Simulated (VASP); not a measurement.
**InAs: relaxation of cell and atoms with PBEsol**

Crystal: InAs.

```
In As
1.0
     0.00000    3.01800    3.01800
     3.01800    0.00000    3.01800
     3.01800    3.01800    0.00000
In As
1 1
Direct
  0.00000 0.00000 0.00000
  0.25000 0.25000 0.25000
```

```yaml
Program: VASP 6.6.1
Task: relaxation of cell and atoms
Functional: PBEsol
Potentials_or_basis: VASP PAW PBE potentials, release 64 (In_d, As)
Cutoff: 600 eV
k_mesh: 10 × 10 × 10
Occupations: gaussian, width 0.03 eV
Spin: no spin polarisation
Further_INCAR_settings: ALGO = Normal; EDIFF = 1e-06; IBRION = 2; EDIFFG = -0.01; NSW = 90; ISIF = 3
```

```json
{
 "Relaxed volume": "28.25 Å³/atom",
 "Relaxed cell": "a = 4.307 Å, b = 4.307 Å, c = 4.307 Å, α = 60.00°, β = 60.00°, γ = 60.00°",
 "Space group after relaxing (to 0.05 Å)": "F-43m (No. 216)",
 "Energy gained by relaxing": "3.7 meV/atom",
 "Ionic steps": "3",
 "Pressure after relaxing": "0.0 GPa",
 "Band gap on the k mesh": "none (metal or under the smearing width)"
}
```

The path:
```csv
step,energy change (eV),largest force (eV/Å),pressure (GPa),volume (Å³)
1,0.0000,0.0000,1.62,54.98
2,-0.0059,0.0000,-0.70,57.21
3,-0.0075,0.0000,0.01,56.49
```

Final structure:
```
In As
1.0
     0.00000    3.04545    3.04545
     3.04545    0.00000    3.04545
     3.04545    3.04545    0.00000
In As
1 1
Direct
  0.00000 0.00000 0.00000
  0.25000 0.25000 0.25000
```

Levels at points of the mesh, in eV from the Fermi level:
```tsv
k point	band 5	band 6	band 7	band 8	band 9	band 10	band 11	band 12	band 13
(0.00, 0.00, 0.00)	-14.18	-11.76	-0.40	-0.01	-0.01	-0.01	3.84	3.84	3.84
(0.50, 0.00, 0.00)	-14.17	-10.34	-5.71	-0.97	-0.97	0.82	4.60	4.60	6.68
(0.50, 0.50, 0.00)	-14.16	-9.82	-5.80	-2.28	-2.28	1.47	1.97	8.93	9.06
```

It took 57 s on 4 MPI ranks on Intel(R) Xeon(R) Platinum 8259CL CPU @ 2.50GHz (Skylake/Cascade Lake) (shared host), peak memory 0.24 GiB a rank.

Caveat: the PAW data sets were made with another functional, which shifts forces and pressure a little; this crystal is a semiconductor, whose small gap the functional closes, so the metal is an error of the method. Zero-point motion and thermal expansion aren't in these numbers.
